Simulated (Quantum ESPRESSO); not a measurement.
# Pd (Fm-3m) in Quantum ESPRESSO: single point with PBEsol

Aim: the single point of Pd with PBEsol.

All numbers are computed with Quantum ESPRESSO 7.5; they aren't measurements. Logs are shortened: lines on timing, memory, paths and dates and some standing lists are left out, and cuts for length are marked.

**1. Starting point**

Symmetry: Fm-3m, No. 225, cubic system. The conventional cell has a = 3.893 Å, b = 3.893 Å, c = 3.893 Å, α = 90.00°, β = 90.00°, γ = 90.00°. Pd (site symmetry m-3m) is surrounded by 12 Pd at 2.75 Å.

**2. Single point, PBEsol**

Contents of run.py:

```python
import numpy as np
from ase.calculators.espresso import Espresso, EspressoProfile
import spglib
from ase import Atoms
from ase.io import read

atoms = read('Pd.cif')
cell, pos, num = spglib.standardize_cell((atoms.cell[:], atoms.get_scaled_positions(), atoms.numbers), to_primitive=True, symprec=1e-4)
atoms = Atoms(numbers=num, cell=cell, scaled_positions=pos, pbc=True)

input_data = {
    'control': {'calculation': 'scf', 'prefix': 'pwscf', 'outdir': './tmp', 'tprnfor': True, 'tstress': True, 'disk_io': 'nowf'},
    'system': {'ecutwfc': 45.0, 'ecutrho': 360.0, 'nbnd': 14, 'occupations': 'smearing', 'smearing': 'fd', 'degauss': 0.00367493},
    'electrons': {'conv_thr': 2e-10, 'electron_maxstep': 120, 'mixing_beta': 0.5},
}
pseudopotentials = {'Pd': 'pd_pbesol_v1.4.uspp.F.UPF'}
profile = EspressoProfile(command='mpirun -n 2 pw.x -nk 2', pseudo_dir='pseudo')
dft = Espresso(profile=profile, input_data=input_data, pseudopotentials=pseudopotentials, kpts=(12, 12, 12), koffset=(0, 0, 0))
atoms.calc = dft

print(f'energy {atoms.get_potential_energy():.8f} eV')
print('forces (eV/A)')
print(np.round(atoms.get_forces(), 6))
print('stress (eV/A^3, Voigt)')
print(np.round(atoms.get_stress(), 8))
print(f'Fermi level {dft.get_fermi_level():.4f} eV')
```

Contents of Pd.cif:

```cif
data_Pd
_cell_length_a 3.89300000
_cell_length_b 3.89300000
_cell_length_c 3.89300000
_cell_angle_alpha 90.00000000
_cell_angle_beta 90.00000000
_cell_angle_gamma 90.00000000
_space_group_name_H-M_alt 'Fm-3m'
_space_group_name_Hall '-F 4 2 3'
_space_group_IT_number 225
loop_
_space_group_symop_operation_xyz
'x,y,z'
'-x,-y,-z'
'-y,x,z'
'y,-x,-z'
'-x,-y,z'
'x,y,-z'
'y,-x,z'
'-y,x,-z'
'x,-y,-z'
'-x,y,z'
'-y,-x,-z'
'y,x,z'
'-x,y,-z'
'x,-y,z'
'y,x,-z'
'-y,-x,z'
'z,x,y'
'-z,-x,-y'
'z,-y,x'
'-z,y,-x'
'z,-x,-y'
'-z,x,y'
'z,y,-x'
'-z,-y,x'
'-z,x,-y'
'z,-x,y'
'-z,-y,-x'
'z,y,x'
'-z,-x,y'
'z,x,-y'
'-z,y,x'
'z,-y,-x'
'y,z,x'
'-y,-z,-x'
'x,z,-y'
'-x,-z,y'
'-y,z,-x'
'y,-z,x'
'-x,z,y'
'x,-z,-y'
'-y,-z,x'
'y,z,-x'
'-x,-z,-y'
'x,z,y'
'y,-z,-x'
'-y,z,x'
'x,-z,y'
'-x,z,-y'
'x,y+1/2,z+1/2'
'-x,-y+1/2,-z+1/2'
'-y,x+1/2,z+1/2'
[... 62 lines left out ...]
'-z+1/2,-x,-y+1/2'
'z+1/2,-y,x+1/2'
'-z+1/2,y,-x+1/2'
'z+1/2,-x,-y+1/2'
'-z+1/2,x,y+1/2'
'z+1/2,y,-x+1/2'
'-z+1/2,-y,x+1/2'
'-z+1/2,x,-y+1/2'
'z+1/2,-x,y+1/2'
'-z+1/2,-y,-x+1/2'
'z+1/2,y,x+1/2'
'-z+1/2,-x,y+1/2'
'z+1/2,x,-y+1/2'
'-z+1/2,y,x+1/2'
'z+1/2,-y,-x+1/2'
'y+1/2,z,x+1/2'
'-y+1/2,-z,-x+1/2'
'x+1/2,z,-y+1/2'
'-x+1/2,-z,y+1/2'
'-y+1/2,z,-x+1/2'
'y+1/2,-z,x+1/2'
'-x+1/2,z,y+1/2'
'x+1/2,-z,-y+1/2'
'-y+1/2,-z,x+1/2'
'y+1/2,z,-x+1/2'
'-x+1/2,-z,-y+1/2'
'x+1/2,z,y+1/2'
'y+1/2,-z,-x+1/2'
'-y+1/2,z,x+1/2'
'x+1/2,-z,y+1/2'
'-x+1/2,z,-y+1/2'
'x+1/2,y+1/2,z'
'-x+1/2,-y+1/2,-z'
'-y+1/2,x+1/2,z'
'y+1/2,-x+1/2,-z'
'-x+1/2,-y+1/2,z'
'x+1/2,y+1/2,-z'
'y+1/2,-x+1/2,z'
'-y+1/2,x+1/2,-z'
'x+1/2,-y+1/2,-z'
'-x+1/2,y+1/2,z'
'-y+1/2,-x+1/2,-z'
'y+1/2,x+1/2,z'
'-x+1/2,y+1/2,-z'
'x+1/2,-y+1/2,z'
'y+1/2,x+1/2,-z'
'-y+1/2,-x+1/2,z'
'z+1/2,x+1/2,y'
'-z+1/2,-x+1/2,-y'
'z+1/2,-y+1/2,x'
'-z+1/2,y+1/2,-x'
'z+1/2,-x+1/2,-y'
'-z+1/2,x+1/2,y'
'z+1/2,y+1/2,-x'
'-z+1/2,-y+1/2,x'
'-z+1/2,x+1/2,-y'
'z+1/2,-x+1/2,y'
'-z+1/2,-y+1/2,-x'
'z+1/2,y+1/2,x'
'-z+1/2,-x+1/2,y'
'z+1/2,x+1/2,-y'
'-z+1/2,y+1/2,x'
'z+1/2,-y+1/2,-x'
'y+1/2,z+1/2,x'
'-y+1/2,-z+1/2,-x'
'x+1/2,z+1/2,-y'
'-x+1/2,-z+1/2,y'
'-y+1/2,z+1/2,-x'
'y+1/2,-z+1/2,x'
'-x+1/2,z+1/2,y'
'x+1/2,-z+1/2,-y'
'-y+1/2,-z+1/2,x'
'y+1/2,z+1/2,-x'
'-x+1/2,-z+1/2,-y'
'x+1/2,z+1/2,y'
'y+1/2,-z+1/2,-x'
'-y+1/2,z+1/2,x'
'x+1/2,-z+1/2,y'
'-x+1/2,z+1/2,-y'
loop_
_atom_site_label
_atom_site_type_symbol
_atom_site_symmetry_multiplicity
_atom_site_Wyckoff_symbol
_atom_site_fract_x
_atom_site_fract_y
_atom_site_fract_z
_atom_site_occupancy
Pd1 Pd 4 a 0.0000000000 0.0000000000 0.0000000000 1
```

Potentials or basis: GBRV 1.5 PBEsol.

The run is started by

```bash
$ OMP_NUM_THREADS=1 python run.py
```

The log of the run:

```text
energy -2702.64568791 eV
forces (eV/A)
[[0. 0. 0.]]
stress (eV/A^3, Voigt)
[0.01516888 0.01516888 0.01516888 0.         0.         0.        ]
Fermi level 18.5415 eV
```

espresso.pwi:

```text
&CONTROL
   calculation      = 'scf'
   tstress          = .true.
   tprnfor          = .true.
   outdir           = './tmp'
   prefix           = 'pwscf'
   disk_io          = 'nowf'
   pseudo_dir       = 'pseudo'
/
&SYSTEM
   nbnd             = 14
   ecutwfc          = 45.0
   ecutrho          = 360.0
   occupations      = 'smearing'
   degauss          = 0.00367493
   smearing         = 'fd'
   ntyp             = 1
   nat              = 1
   ibrav            = 0
/
&ELECTRONS
   electron_maxstep = 120
   conv_thr         = 2e-10
   mixing_beta      = 0.5
/
&IONS
/
&CELL
/
&FCP
/
&RISM
/
ATOMIC_SPECIES
Pd 106.42 pd_pbesol_v1.4.uspp.F.UPF

K_POINTS automatic
12 12 12  0 0 0

CELL_PARAMETERS angstrom
0.00000000000000 1.94650000000000 1.94650000000000
1.94650000000000 0.00000000000000 1.94650000000000
1.94650000000000 1.94650000000000 0.00000000000000

ATOMIC_POSITIONS angstrom
Pd 0.0000000000 0.0000000000 0.0000000000
```

espresso.pwo:

```text
This program is part of the open-source Quantum ESPRESSO suite
     for quantum simulation of materials; please cite
         "P. Giannozzi et al., J. Phys.:Condens. Matter 21 395502 (2009);
         "P. Giannozzi et al., J. Phys.:Condens. Matter 29 465901 (2017);
         "P. Giannozzi et al., J. Chem. Phys. 152 154105 (2020);
     in publications or presentations arising from this work. More details at

Warning: card &CELL ignored
Warning: card &FCP ignored
Warning: card &RISM ignored

     Message from routine setup:
     using ibrav=0 with symmetry is DISCOURAGED, use correct ibrav instead

     K-points division:     npool     =       2
     Subspace diagonalization in iterative solution of the eigenvalue problem:
     a serial algorithm will be used

     G-vector sticks info
     --------------------
     sticks:   dense  smooth     PW     G-vecs:    dense   smooth      PW
     Sum         673     337    121                11575     4015     869

     Using Slab Decomposition

     bravais-lattice index     =            0
     lattice parameter (alat)  =       5.2020  a.u.
     unit-cell volume          =      99.5382 (a.u.)^3
     number of atoms/cell      =            1
     number of atomic types    =            1
     number of electrons       =        16.00
     number of Kohn-Sham states=           14
     kinetic-energy cutoff     =      45.0000  Ry
     charge density cutoff     =     360.0000  Ry
     scf convergence threshold =      2.0E-10
     mixing beta               =       0.5000
     number of iterations used =            8  plain     mixing
     Exchange-correlation= SLA  PW   PSX  PSC
                           (   1   4  10   8   0   0   0)

     celldm(1)=   5.201975  celldm(2)=   0.000000  celldm(3)=   0.000000
     celldm(4)=   0.000000  celldm(5)=   0.000000  celldm(6)=   0.000000

     crystal axes: (cart. coord. in units of alat)
               a(1) = (   0.000000   0.707107   0.707107 )
               a(2) = (   0.707107   0.000000   0.707107 )
               a(3) = (   0.707107   0.707107   0.000000 )

     reciprocal axes: (cart. coord. in units 2 pi/alat)
               b(1) = ( -0.707107  0.707107  0.707107 )
               b(2) = (  0.707107 -0.707107  0.707107 )
               b(3) = (  0.707107  0.707107 -0.707107 )

     PseudoPot. # 1 for Pd read from file:
     pd_pbesol_v1.4.uspp.F.UPF
     Pseudo is Ultrasoft + core correction, Zval = 16.0
     Generated by new atomic code, or converted to UPF format
     Using radial grid of  887 points,  6 beta functions with:
                l(1) =   0
                l(2) =   0
                l(3) =   1
                l(4) =   1
                l(5) =   2
                l(6) =   2
     Q(r) pseudized with  8 coefficients,  rinner =    1.130   1.130   1.130
                                                       1.130   1.130

     atomic species   valence    mass     pseudopotential
     Pd               16.00   106.42000     Pd( 1.00)

     48 Sym. Ops., with inversion, found

   Cartesian axes

     site n.     atom                  positions (alat units)
         1        Pd     tau(   1) = (   0.0000000   0.0000000   0.0000000  )

     number of k points=    72  Fermi-Dirac smearing, width (Ry)=  0.0037
                       cart. coord. in units 2pi/alat
        k(    1) = (   0.0000000   0.0000000   0.0000000), wk =   0.0011574
        k(    2) = (   0.0589256   0.0589256  -0.0589256), wk =   0.0092593
        k(    3) = (   0.1178511   0.1178511  -0.1178511), wk =   0.0092593
        k(    4) = (   0.1767767   0.1767767  -0.1767767), wk =   0.0092593
        k(    5) = (   0.2357023   0.2357023  -0.2357023), wk =   0.0092593
        k(    6) = (   0.2946278   0.2946278  -0.2946278), wk =   0.0092593
[... 64 lines left out ...]
        k(   71) = (  -0.7071068   0.2357023   0.0000000), wk =   0.0138889
        k(   72) = (  -0.7071068   0.3535534   0.0000000), wk =   0.0069444

     Dense  grid:    11575 G-vectors     FFT dimensions: (  32,  32,  32)

     Smooth grid:     4015 G-vectors     FFT dimensions: (  24,  24,  24)

     Initial potential from superposition of free atoms

     starting charge      15.5000, renormalised to      16.0000

     negative rho (up, down):  7.645E-02 0.000E+00
     Starting wfcs are   12 randomized atomic wfcs +    2 random wfcs

     Self-consistent Calculation

     iteration #  1     ecut=    45.00 Ry     beta= 0.50
     Davidson diagonalization with overlap
     ethr =  1.00E-02,  avg # of iterations =  4.5

     negative rho (up, down):  7.657E-02 0.000E+00

     total energy              =    -198.28159133 Ry
     estimated scf accuracy    <       1.17341121 Ry

     iteration #  2     ecut=    45.00 Ry     beta= 0.50
     Davidson diagonalization with overlap
     ethr =  7.33E-03,  avg # of iterations =  2.0
[... 60 lines left out ...]
     iteration #  9     ecut=    45.00 Ry     beta= 0.50
     Davidson diagonalization with overlap
     ethr =  4.30E-12,  avg # of iterations =  1.9

     negative rho (up, down):  7.779E-02 0.000E+00

     End of self-consistent calculation

          k = 0.0000 0.0000 0.0000 (   531 PWs)   bands (ev):

   -31.0763 -31.0763 -31.0763  11.3046  15.6971  15.6971  15.6971  17.3328
    17.3328  36.3799  41.1446  41.1446  41.1446  45.7744

          k = 0.0589 0.0589-0.0589 (   531 PWs)   bands (ev):

   -31.1045 -31.0803 -31.0803  11.5563  15.6111  15.7828  15.7828  17.2940
    17.2940  36.5987  39.4738  41.3900  41.3900  46.5156
[... 298 lines left out ...]
   -31.4259 -31.2717 -31.2206  13.6419  13.9624  16.9783  17.9174  18.7161
    23.7427  29.1139  30.0583  32.2190  40.7095  44.0214

          k =-0.0000-0.4714 0.5893 (   499 PWs)   bands (ev):

   -31.3934 -31.3184 -31.2077  13.9178  14.4232  16.2951  17.5219  18.5427
    25.8419  26.8615  29.3694  33.3033  40.4941  47.2650

          k =-0.7071 0.1179-0.0000 (   494 PWs)   bands (ev):

   -31.4504 -31.2465 -31.2313  13.3494  13.6178  17.8880  18.2579  18.8518
    23.0189  29.2190  31.2247  31.2865  40.7474  41.6091

          k =-0.2357-0.4714 0.7071 (   507 PWs)   bands (ev):

   -31.3844 -31.2465 -31.1713  14.4785  14.5167  15.5016  17.4931  17.8024
    21.0923  31.3767  31.6303  35.0388  42.3978  43.4692

          k =-0.1768-0.4125 0.6482 (   501 PWs)   bands (ev):
[... 26 lines left out ...]
   -31.4077 -31.2900 -31.2329  13.8678  14.1988  16.4178  17.6345  18.8527
    25.1532  29.0567  29.5758  30.4648  42.4125  44.9764

          k =-0.7071 0.3536 0.0000 (   516 PWs)   bands (ev):

   -31.3490 -31.3490 -31.2337  14.2082  15.1464  15.1464  17.2370  18.8532
    27.4367  27.4367  28.9579  30.1730  44.8671  44.8671

     the Fermi energy is    18.5415 ev

!    total energy              =    -198.64081160 Ry
     estimated scf accuracy    <          1.8E-13 Ry
     smearing contrib. (-TS)   =      -0.00143907 Ry
     internal energy E=F+TS    =    -198.63937252 Ry

     The total energy is F=E-TS. E is the sum of the following terms:
     one-electron contribution =     -43.26654355 Ry
     hartree contribution      =      35.30637582 Ry
     xc contribution           =     -31.13428871 Ry
     ewald contribution        =    -159.54491609 Ry

     convergence has been achieved in   9 iterations

     negative rho (up, down):  7.779E-02 0.000E+00

     Forces acting on atoms (cartesian axes, Ry/au):

     atom    1 type  1   force =     0.00000000    0.00000000    0.00000000

     Total force =     0.000000     Total SCF correction =     0.000000

     Computing stress (Cartesian axis) and pressure

     negative rho (up, down):  7.779E-02 0.000E+00
          total   stress  (Ry/bohr**3)                   (kbar)     P=      -24.30
  -0.00016521  -0.00000000  -0.00000000          -24.30       -0.00       -0.00
  -0.00000000  -0.00016521  -0.00000000           -0.00      -24.30       -0.00
  -0.00000000  -0.00000000  -0.00016521           -0.00       -0.00      -24.30

=------------------------------------------------------------------------------=
   JOB DONE.
=------------------------------------------------------------------------------=
```

Run time: 8.9 s. Hardware: 2 MPI ranks of Arm Neoverse N1, shared host; peak memory 0.16 GiB.

What came out:

- Free energy: -2702.6459 eV
- Pressure: -2.4 GPa
- Band gap on the k mesh: none (metal or under the smearing width)

Levels at points of the mesh, in eV from the Fermi level:
| k point | band 6 | band 7 | band 8 | band 9 | band 10 | band 11 |
| --- | --- | --- | --- | --- | --- | --- |
| (0.00, 0.00, 0.00) | -2.84 | -2.84 | -1.21 | -1.21 | 17.84 | 22.60 |
| (0.00, 0.00, -0.50) | -2.88 | 0.00 | 0.00 | 0.94 | 7.29 | 17.07 |
| (0.00, -0.50, -0.50) | -0.02 | 0.31 | 0.31 | 3.28 | 10.75 | 13.34 |

**3. The reference run**

An earlier run on the cell as given: functional PBEsol; potentials or basis GBRV 1.5 PBEsol; cutoff 612 eV; density cutoff 4898 eV; k mesh 12 × 12 × 12; occupations fermi-dirac, width 0.05 eV; no spin polarisation.

- Pressure: -2.4 GPa
- Band gap on the k mesh: none (metal or under the smearing width)
